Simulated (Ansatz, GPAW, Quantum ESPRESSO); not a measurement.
## Cost and result for the bulk modulus of PbS

**What was measured.** The bulk modulus of PbS (Galena) (Fm-3m) is reported as 51 GPa (arxiv:cond-mat/0210013). The runs below try to reproduce it.

The structure is cubic, space group Fm-3m (No. 225). The conventional cell has a = 5.931 Å, b = 5.931 Å, c = 5.931 Å, α = 90.00°, β = 90.00°, γ = 90.00°. Around Pb (site symmetry m-3m) lie 6 S at 2.97 Å. S (site symmetry m-3m) has 6 Pb at 2.97 Å as nearest neighbours.

| rung | level | program and potentials | cutoff (eV) | k mesh | smearing | spin | core time | chip | bulk modulus (GPa) | miss | notes |
| --- | --- | --- | --- | --- | --- | --- | --- | --- | --- | --- | --- |
| meta-GGA | r2SCAN | Ansatz, Ansatz PAW | 500 | 8 × 8 × 8 | fermi-dirac 0.05 | off | 24 s | Arm Neoverse V2 | 57.9 | +13.5 % | potentials made for PBE, which Ansatz adapts in part |
| GGA + dispersion | PBEsol+D3(zero damping) | GPAW, PAW data sets generated for this functional | 600 | 6 × 6 × 6 | fermi-dirac 0.05 | off | 28 s | AMD EPYC 9R45 Zen 5 | 56.3 | +10.4 % | - |
| GGA | PBEsol | Ansatz, Ansatz PAW | 420 | 8 × 8 × 8 | fermi-dirac 0.05 | SOC, no magnetisation | 53 s | Arm Neoverse V2 | 58.9 | +15.5 % | potentials made for PBE, which Ansatz adapts in part |
| GGA + dispersion | PBE+D3(zero damping) | GPAW, GPAW PAW data sets (gpaw-data 1.2.1) | 600 | 6 × 6 × 6 | fermi-dirac 0.05 | off | 80 s | Intel Xeon Platinum 8488C Sapphire Rapids | 52.4 | +2.7 % | - |
| hybrid | HSEsol | Ansatz, Ansatz PAW | 420 | 4 × 4 × 4 | fermi-dirac 0.05 | off | 92 s | Arm Neoverse V2 | 62.5 | +22.5 % | coarse mesh; potentials made for PBE, which Ansatz adapts in part |
| LDA | LDA | Quantum ESPRESSO, PseudoDojo 0.4.1 SR LDA standard | 762 | 8 × 8 × 8 | fermi-dirac 0.05 | off | 2.4 min | Arm Neoverse V1 | 63.8 | +25.1 % | - |

Times are single runs on shared hosts and different chips, so they are rough; meshes, cutoffs and the tasks' sizes weigh on the time. Task: equation of state. Smearing widths are in eV. The cell comes from a database and isn't always the measured one. Meshes differ between rows, which moves values too. Meshes are those of the run's cell of 2 atoms unless a note names another. Misses use the values as printed. Runs on faulty files, with rough fits or with known faults for this quantity aren't shown.

By rung: LDA 63.8; GGA + dispersion 52.4 to 56.3; GGA 58.9; meta-GGA 57.9; hybrid on coarse meshes 62.5 (GPa). Measured: 51 GPa (arxiv:cond-mat/0210013). Closest, coarse meshes and atomic bases left aside, is PBE+D3(zero damping) (+2.7 %). The runs are for a static lattice, while measurements hold temperature and zero-point motion.
